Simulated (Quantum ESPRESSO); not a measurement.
Crystal: Zn.

```
Zn
1.0
    -1.56904    1.56904    1.56904
     1.56904   -1.56904    1.56904
     1.56904    1.56904   -1.56904
Zn
1
Direct
  0.00000 0.00000 0.00000
```

This isn't the form of Zn at room conditions, which is hcp.

* Program: Quantum ESPRESSO 7.5
* Task: single point
* Functional: PBEsol
* Potentials or basis: GBRV 1.5 PBEsol
* Cutoff: 762 eV
* Density cutoff: 6095 eV
* k mesh: 12 × 12 × 12
* Occupations: fermi-dirac, width 0.05 eV
* Spin: no spin polarisation

On this cell: pressure -5.2 GPa; band gap on the k mesh none (metal or under the smearing width).

The same run follows on a disturbed copy (cell strained at random at fixed volume):

```
Zn
1.0
    -1.52714    1.56173    1.52690
     1.48647   -1.65878    1.58329
     1.56585    1.69749   -1.62395
Zn
1
Direct
  0.01976 0.99531 0.01093
```

Q: What changes?

A: The energy (extrapolated to zero smearing) moves by -8.4 meV/atom; pressure -5.0 GPa; band gap on the k mesh none (metal or under the smearing width).

Stress tensor (GPa, compression positive):
```
-6.14  0.63  0.18
 0.63 -4.30 -1.44
 0.18 -1.44 -4.46
```

The energy falls, though the first cell shows no forces: that form is unstable against this distortion, unless noise or another electronic state is at work.
